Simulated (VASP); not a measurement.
# Pm (Fm-3m) in VASP: further runs

The runs below take Pm through single point, with LDA.

All numbers are computed with VASP 6.6.1; they aren't measurements. Logs are shortened: lines on timing, memory, paths and dates and some standing lists are left out, and cuts for length are marked.

## (1) The crystal as given

The structure is cubic, space group Fm-3m (No. 225). The conventional cell has a = 5.168 Å, b = 5.168 Å, c = 5.168 Å, α = 90.00°, β = 90.00°, γ = 90.00°. Pm (site symmetry m-3m) has 12 Pm at 3.65 Å as nearest neighbours.

This isn't the form of Pm at room conditions, which is double hcp.

## (2) Single point, LDA, collinear spin, ferromagnetic start

File INCAR:

```
PREC     = Accurate       # precision mode
ENCUT    = 300            # plane-wave cutoff, eV
EDIFF    = 1E-6           # SCF threshold, eV
ISMEAR   = -1             # smearing method
SIGMA    = 0.2            # smearing width, eV
LREAL    = F              # projectors in reciprocal space
LASPH    = T              # aspherical terms in the spheres
NELM     = 100            # most SCF steps
ALGO     = Normal         # electronic algorithm
ISIF     = 2              # what is computed and relaxed
LWAVE    = F              # write WAVECAR
LCHARG   = F              # write CHGCAR
ISPIN    = 2              # spin polarisation
MAGMOM   = 4              # initial moments
LORBIT   = 11             # projections on sites
LMAXMIX  = 6              # l up to which the mixer works
GGA      = CA             # functional
NBANDS   = 18             # bands
ADDGRID  = F
```

File KPOINTS:

```
Automatic mesh
0
Gamma
  5 5 5
```

File POSCAR:

```
Pm
1.0
   -0.0555010000      2.5655700000      2.5293400000
    2.5242190000     -0.0080540000      2.4818930000
    2.6229240000      2.6168280000     -0.1067590000
Pm
1
Direct
    0.0077670000      0.0042080000     -0.0216400000
```

Potentials or basis: VASP PAW PBE potentials, release 64 (Pm).

Run with:

```console
$ cat potpaw_PBE.64/Pm/POTCAR > POTCAR
$ mpirun -np 1 vasp_std > vasp.out
```

OUTCAR:

```text
PREC = Accurate
   ENCUT = 300
   EDIFF = 1E-6
   ISMEAR = -1
   LREAL = F
   LASPH = T
   NELM = 100
   ISIF = 2
   ISPIN = 2
   LORBIT = 11
   GGA = CA

 Found     63 irreducible k-points:

 Following reciprocal coordinates:
            Coordinates               Weight
  0.000000  0.000000  0.000000      1.000000
  0.200000  0.000000  0.000000      2.000000
  0.400000 -0.000000  0.000000      2.000000
  0.000000  0.200000 -0.000000      2.000000
  0.200000  0.200000  0.000000      2.000000
  0.400000  0.200000  0.000000      2.000000
   k-points           NKPTS =     63   k-points in BZ     NKDIM =     63   number of bands    NBANDS=     18
   number of dos      NEDOS =    301   number of ions     NIONS =      1
   total plane-waves  NPLWV =   9600
   dimension x,y,z NGX =    20 NGY =   20 NGZ =   24
   dimension x,y,z NGXF=    40 NGYF=   40 NGZF=   48
   ions per type =               1
   NGX,Y,Z   is equivalent  to a cutoff of   9.23,  9.39, 10.76 a.u.
   NGXF,Y,Z  is equivalent  to a cutoff of  18.46, 18.78, 21.53 a.u.
 SYSTEM =  unknown system
   PREC   = accura    normal or accurate (medium, high low for compatibility)
   ISTART =      0    job   : 0-new  1-cont  2-samecut
   ICHARG =      2    charge: 1-file 2-atom 10-const
   ISPIN  =      2    spin polarized calculation?
   LNONCOLLINEAR =      F non collinear calculations
   LSORBIT =      F    spin-orbit coupling
   LASPH  =      T    aspherical Exc in radial PAW
   ENCUT  =  300.0 eV  22.05 Ry    4.70 a.u.   5.09  5.00  5.23*2*pi/ulx,y,z
   NELM   =    100;   NELMIN=  2; NELMDL= -5     # of ELM steps
   EDIFF  = 0.1E-05   stopping-criterion for ELM
[... 19 lines left out ...]
     AMIX_MAG =   1.60;   BMIX_MAG =  1.00
  volume/ion in A,a.u.               =      34.51       232.91
  Fermi-wavevector in a.u.,A,eV,Ry     =   1.240052  2.343359 20.922083  1.537730
  Thomas-Fermi vector in A             =   2.374509
   LORBIT       =     11    0 simple, 1 ext, 2 COOP (PROOUT), +10 PAW based schemes
[... 5 lines left out ...]
   LRPA    =     F    only Hartree local field effects (RPA)
 spin polarized calculation
  energy-cutoff  :      300.00
  volume of cell :       34.51
 maximum number of plane-waves:       414
   NGX = 11   NGY =  9   NGZ = 11

 number of electron      14.9999999 magnetization       5.0840592

 Free energy of the ion-electron system (eV)
  ---------------------------------------------------
  ext. energy  EPLUGINS =         0.00000000
  ---------------------------------------------------
  free energy    TOTEN  =        -8.42869314 eV

  energy without entropy =       -7.50280517  energy(sigma->0) =       -7.96574916

 E-fermi :   5.5634     XC(G=0): -10.0587

 val. band max:        5.5605786529   @ k =   0.4000   0.2000   0.2000
 cond. band min:       5.5644606702   @ k =  -0.0000  -0.2000   0.2000
 fundamental gap:      0.0038820173
 Fermi energy:         5.5634093695

 spin component 1

 k-point     1 :       0.0000    0.0000    0.0000
  band No.  band energies     occupation
      1     -32.8827      1.00000
      2     -12.9678      1.00000
      3     -12.9100      1.00000
      4     -12.8651      1.00000
      5       1.4350      1.00000
      6       5.1107      0.90583
[... 10 lines left out ...]
     17       9.8509      0.00000
     18      14.9009      0.00000

 k-point     2 :       0.2000    0.0000    0.0000
  band No.  band energies     occupation
      1     -32.8437      1.00000
      2     -13.3065      1.00000
      3     -12.9907      1.00000
      4     -12.9179      1.00000
      5       2.4431      1.00000
      6       5.0780      0.91886
[... 10 lines left out ...]
     17       9.6867      0.00000
     18      15.4707      0.00000

 k-point     3 :       0.4000   -0.0000    0.0000
  band No.  band energies     occupation
      1     -32.7801      1.00000
      2     -13.8739      1.00000
      3     -13.0466      1.00000
      4     -12.9996      1.00000
      5       3.5571      0.99996
      6       5.1639      0.88052
[... 10 lines left out ...]
     17      11.3387      0.00000
     18      14.2450      0.00000

 k-point     4 :       0.0000    0.2000   -0.0000
  band No.  band energies     occupation
      1     -32.8377      1.00000
      2     -13.3010      1.00000
      3     -13.0083      1.00000
      4     -12.9555      1.00000
      5       2.4984      1.00000
      6       5.0746      0.92011
[... 10 lines left out ...]
     17       9.5231      0.00000
     18      15.4011      0.00000

 k-point     5 :       0.2000    0.2000    0.0000
  band No.  band energies     occupation
      1     -32.8266      1.00000
      2     -13.2903      1.00000
      3     -13.0724      1.00000
      4     -13.0411      1.00000
      5       2.8308      1.00000
      6       4.9828      0.94799
[... 10 lines left out ...]
     17      10.2174      0.00000
     18      17.4098      0.00000

 k-point     6 :       0.4000    0.2000    0.0000
  band No.  band energies     occupation
      1     -32.7717      1.00000
      2     -13.6852      1.00000
      3     -13.1866      1.00000
      4     -13.1475      1.00000
      5       4.0833      0.99939
      6       5.0601      0.92529
[... 10 lines left out ...]
     17      11.3941      0.00000
     18      15.4592      0.00000

 [... further k-points ...]

 spin component 2

 k-point     1 :       0.0000    0.0000    0.0000
  band No.  band energies     occupation
      1     -30.9339      1.00000
      2     -11.3914      1.00000
      3     -11.3221      1.00000
      4     -11.2703      1.00000
      5       2.1320      1.00000
      6       7.6819      0.00003
[... 10 lines left out ...]
     17      10.7719      0.00000
     18      15.8998      0.00000

 k-point     2 :       0.2000    0.0000    0.0000
  band No.  band energies     occupation
      1     -30.8895      1.00000
      2     -11.7730      1.00000
      3     -11.4153      1.00000
      4     -11.3287      1.00000
      5       3.1737      0.99999
      6       6.9461      0.00099
[... 10 lines left out ...]
     17      10.6855      0.00000
     18      16.2755      0.00000

 k-point     3 :       0.4000   -0.0000    0.0000
  band No.  band energies     occupation
      1     -30.8165      1.00000
      2     -12.4071      1.00000
      3     -11.4774      1.00000
      4     -11.4192      1.00000
      5       4.3039      0.99816
      6       7.4167      0.00009
[... 10 lines left out ...]
     17      12.3797      0.00000
     18      15.1609      0.00000

 k-point     4 :       0.0000    0.2000   -0.0000
  band No.  band energies     occupation
      1     -30.8828      1.00000
      2     -11.7632      1.00000
      3     -11.4359      1.00000
      4     -11.3718      1.00000
      5       3.2247      0.99999
      6       7.0151      0.00070
[... 10 lines left out ...]
     17      10.5410      0.00000
     18      16.1836      0.00000

 k-point     5 :       0.2000    0.2000    0.0000
  band No.  band energies     occupation
      1     -30.8698      1.00000
      2     -11.7536      1.00000
      3     -11.5057      1.00000
      4     -11.4689      1.00000
      5       3.5665      0.99995
      6       6.4814      0.01005
[... 10 lines left out ...]
     17      11.1960      0.00000
     18      18.0891      0.00000

 k-point     6 :       0.4000    0.2000    0.0000
  band No.  band energies     occupation
      1     -30.8068      1.00000
      2     -12.1961      1.00000
      3     -11.6306      1.00000
      4     -11.5900      1.00000
      5       4.8422      0.97356
      6       6.2584      0.03003
[... 10 lines left out ...]
     17      12.4235      0.00000
     18      16.3729      0.00000

 [... further k-points ...]
[... 5 lines left out ...]
  --------------------------------------------------------------------------------------
  -------------------------------------------------------------------------------------
  Total       -1.0454814     -1.0493191     -1.0161618     -0.0681690      0.0974967      0.2317410
  in kB      -48.5323323    -48.7104817    -47.1712846     -3.1644742      4.5258994     10.7576566
  external PRESSURE =     -48.1380329 kB  Pullay stress =       0.0000000 kB

 VOLUME and BASIS-vectors are now :
 -----------------------------------------------------------------------------
  energy-cutoff  :      300.00
  volume of cell :       34.51
      direct lattice vectors                 reciprocal lattice vectors
    -0.055501000  2.565570000  2.529340000    -0.188150331  0.196421533  0.191996440
     2.524219000 -0.008054000  2.481893000     0.199708474 -0.192047705  0.199180755
     2.622924000  2.616828000 -0.106759000     0.185079531  0.188976904 -0.187622612

 POSITION                                       TOTAL-FORCE (eV/Angst)
 -----------------------------------------------------------------------------------
      2.57635      2.58009     -0.07436        -0.000000     -0.000000      0.000000
 -----------------------------------------------------------------------------------
    total drift:                                0.000018     -0.000035      0.000012

  FREE ENERGIE OF THE ION-ELECTRON SYSTEM (eV)
  ---------------------------------------------------
  free  energy   TOTEN  =        -8.4286931439 eV

  energy  without entropy=       -7.5028051685  energy(sigma->0) =       -7.96574916

 total charge

# of ion       s       p       d       f       tot
--------------------------------------------------
    1        2.035   5.504   0.498   4.396  12.433

 magnetization (x)

# of ion       s       p       d       f       tot
--------------------------------------------------
    1       -0.002   0.011   0.162   4.378   4.549
```

It took 19 s on 1 thread of Intel Xeon 6975P-C (Granite Rapids), shared host; peak memory 0.15 GiB.

The run converged, but a check on its numbers failed (symmetry, net force, bounds or a known fault of this set-up), so they aren't taken as properties of the crystal.

Caveat: the k mesh is coarse (spacing up to 0.43 Å⁻¹), so the values aren't converged; the cutoff lies under the usual one of these potentials, so the numbers hold a large basis-set error; the magnetic or orbital state may not be the lowest; the PAW data sets were made with another functional, which shifts forces and pressure a little; spin-orbit coupling is left out, which moves the levels of the heavy elements.

## (3) Single point, LDA, collinear spin, ferromagnetic start

This run uses another cell than the first one, of the same volume but with other edges.

INCAR: that of step 2 with these lines changed.

```diff
@@ -1,3 +1,3 @@
 PREC     = Accurate       # precision mode
-ENCUT    = 300            # plane-wave cutoff, eV
+ENCUT    = 350            # plane-wave cutoff, eV
 EDIFF    = 1E-6           # SCF threshold, eV
```

KPOINTS is that of step 2.

File POSCAR:

```
Pm
1.0
    0.0000000000      2.5841748100      2.5841748100
    2.5841748100      0.0000000000      2.5841748100
    2.5841748100      2.5841748100      0.0000000000
Pm
1
Direct
    0.0000000000      0.0000000000      0.0000000000
```

Potentials or basis: VASP PAW PBE potentials, release 64 (Pm).

Run with:

```console
$ cat potpaw_PBE.64/Pm/POTCAR > POTCAR
$ mpirun -np 1 vasp_std > vasp.out
```

OUTCAR:

```text
PREC = Accurate
   ENCUT = 350
   EDIFF = 1E-6
   ISMEAR = -1
   LREAL = F
   LASPH = T
   NELM = 100
   ISIF = 2
   ISPIN = 2
   LORBIT = 11
   GGA = CA

 Found     10 irreducible k-points:

 Following reciprocal coordinates:
            Coordinates               Weight
  0.000000  0.000000  0.000000      1.000000
  0.200000  0.000000  0.000000      8.000000
  0.400000  0.000000  0.000000      8.000000
  0.200000  0.200000  0.000000      6.000000
  0.400000  0.200000  0.000000     24.000000
 -0.400000  0.200000  0.000000     24.000000
   k-points           NKPTS =     10   k-points in BZ     NKDIM =     10   number of bands    NBANDS=     18
   number of dos      NEDOS =    301   number of ions     NIONS =      1
   total plane-waves  NPLWV =  13824
   dimension x,y,z NGX =    24 NGY =   24 NGZ =   24
   dimension x,y,z NGXF=    48 NGYF=   48 NGZF=   48
   ions per type =               1
   NGX,Y,Z   is equivalent  to a cutoff of  10.92, 10.92, 10.92 a.u.
   NGXF,Y,Z  is equivalent  to a cutoff of  21.84, 21.84, 21.84 a.u.
 SYSTEM =  unknown system
   PREC   = accura    normal or accurate (medium, high low for compatibility)
   ISTART =      0    job   : 0-new  1-cont  2-samecut
   ICHARG =      2    charge: 1-file 2-atom 10-const
   ISPIN  =      2    spin polarized calculation?
   LNONCOLLINEAR =      F non collinear calculations
   LSORBIT =      F    spin-orbit coupling
   LASPH  =      T    aspherical Exc in radial PAW
[... 189 lines left out ...]

 k-point     1 :       0.0000    0.0000    0.0000
  band No.  band energies     occupation
      1     -30.9361      1.00000
      2     -11.3395      1.00000
      3     -11.3395      1.00000
      4     -11.3395      1.00000
      5       2.1283      1.00000
      6       7.7528      0.00002
[... 103 lines left out ...]
      5       5.2799      0.81094
      6       6.3792      0.01729
[... 10 lines left out ...]
     17      13.4633      0.00000
     18      15.3104      0.00000

 [... further k-points ...]
[... 5 lines left out ...]
  --------------------------------------------------------------------------------------
  -------------------------------------------------------------------------------------
  Total       -0.5539838     -0.5539838     -0.5539838      0.0000000      0.0000000      0.0000000
  in kB      -25.7165055    -25.7165055    -25.7165055      0.0000000      0.0000000      0.0000000
  external PRESSURE =     -25.7165055 kB  Pullay stress =       0.0000000 kB

 VOLUME and BASIS-vectors are now :
 -----------------------------------------------------------------------------
  energy-cutoff  :      350.00
  volume of cell :       34.51
      direct lattice vectors                 reciprocal lattice vectors
     0.000000000  2.584174810  2.584174810    -0.193485363  0.193485363  0.193485363
     2.584174810  0.000000000  2.584174810     0.193485363 -0.193485363  0.193485363
     2.584174810  2.584174810  0.000000000     0.193485363  0.193485363 -0.193485363

 POSITION                                       TOTAL-FORCE (eV/Angst)
 -----------------------------------------------------------------------------------
      0.00000      0.00000      0.00000         0.000000      0.000000     -0.000000
 -----------------------------------------------------------------------------------
    total drift:                               -0.000000     -0.000000     -0.000000

  FREE ENERGIE OF THE ION-ELECTRON SYSTEM (eV)
  ---------------------------------------------------
  free  energy   TOTEN  =        -8.4659358986 eV

  energy  without entropy=       -7.5384245024  energy(sigma->0) =       -8.00218020

 total charge

# of ion       s       p       d       f       tot
--------------------------------------------------
    1        2.039   5.497   0.498   4.384  12.418

 magnetization (x)

# of ion       s       p       d       f       tot
--------------------------------------------------
    1       -0.001   0.017   0.161   4.367   4.543
```

stdout:

```text
POSCAR found type information on POSCAR Pm
 POSCAR found :  1 types and       1 ions
 scaLAPACK will be used
 -----------------------------------------------------------------------------
|                                                                             |
|                                                                             |
|     You enforced a specific xc type in the INCAR file but a different       |
|     I HOPE YOU KNOW WHAT YOU ARE DOING!                                     |
|                                                                             |
 -----------------------------------------------------------------------------

 LDA part: xc-table for (Slater(with rela. corr.)+CA(PZ))
 , standard interpolation
 POSCAR, INCAR and KPOINTS ok, starting setup
 FFT: planning ... GRIDC
 FFT: planning ... GRID_SOFT
 FFT: planning ... GRID
 WAVECAR not read
 entering main loop
```

Wall time 5.2 s (1 thread of Intel Xeon 6975P-C (Granite Rapids), shared host); peak memory 0.14 GiB.

The run converged, but some of its settings lie outside the range that counts as converged, so its numbers aren't taken as properties of the crystal.

What came out:

```
Free energy                                           : -8.4659 eV
Band gap on the k mesh                                : none (metal or under the smearing width)
Net moment                                            : 5.08 μB per cell
Site moments                                          : Pm +4.54 μB
Valence electrons inside the program's atomic spheres : Pm 12.42
```

Caveat: the k mesh is coarse (spacing up to 0.42 Å⁻¹), so the values aren't converged; the cutoff is under 1.25 times the usual one of these potentials, so pressure, stress and relaxed cells hold a basis-set (Pulay) error; the magnetic or orbital state may not be the lowest; the PAW data sets were made with another functional, which shifts forces and pressure a little; spin-orbit coupling is left out, which moves the levels of the heavy elements.

(Part 1 of 2 ends here.)
